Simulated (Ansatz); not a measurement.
**Pd under changes of volume**

One of the cells (14.750 Å³/atom); the others are scaled copies at fixed shape and fractional positions:

```
Pd
1.0
     0.00000    1.94650    1.94650
     1.94650    0.00000    1.94650
     1.94650    1.94650    0.00000
Pd
1
Cartesian
  0.0000 0.0000 0.0000
```

* Program: Ansatz 0.2.0
* Functional: revPBE
* Dispersion: D3(BJ)
* Potentials or basis: Ansatz PAW
* Cutoff: 420 eV (not typed: the program's choice for these potentials)
* k mesh: 12 × 12 × 12
* Occupations: fermi-dirac, width 0.05 eV
* Spin: no spin polarisation

| volume (Å³/atom) | energy over the lowest point (meV/atom) | pressure (GPa) |
| --- | --- | --- |
| 13.865 | 14.41 | 8.9 |
| 14.160 | 2.94 | 4.0 |
| 14.455 | 0.00 | -0.4 |
| 14.750 | 4.51 | -4.2 |
| 15.045 | 15.57 | -7.5 |
| 15.340 | 32.40 | -10.4 |
| 15.635 | ? | ? |

Problem. What does the run at 15.635 Å³/atom give?

Solution. Energy over the lowest point 54.29 meV/atom; pressure -13.0 GPa.

Worked out: A Birch-Murnaghan fit of order 3 (a polynomial in V^(-2/3)) to the other rows has its minimum at 14.42 Å³/atom with B0 = V·E''(V) = 201 GPa and B' = 5.4. It gives 54.26 meV/atom at 15.635 Å³/atom, against the run's 54.29, and -dE/dV = -13.1 GPa, against -13.0.

Energies are extrapolated to zero smearing.

Caveats: pairwise dispersion overbinds metals, which lowers pressure and volume; the PAW data sets come from PBE, with cores solved anew for the run's functional, which leaves a small shift of forces and pressure.
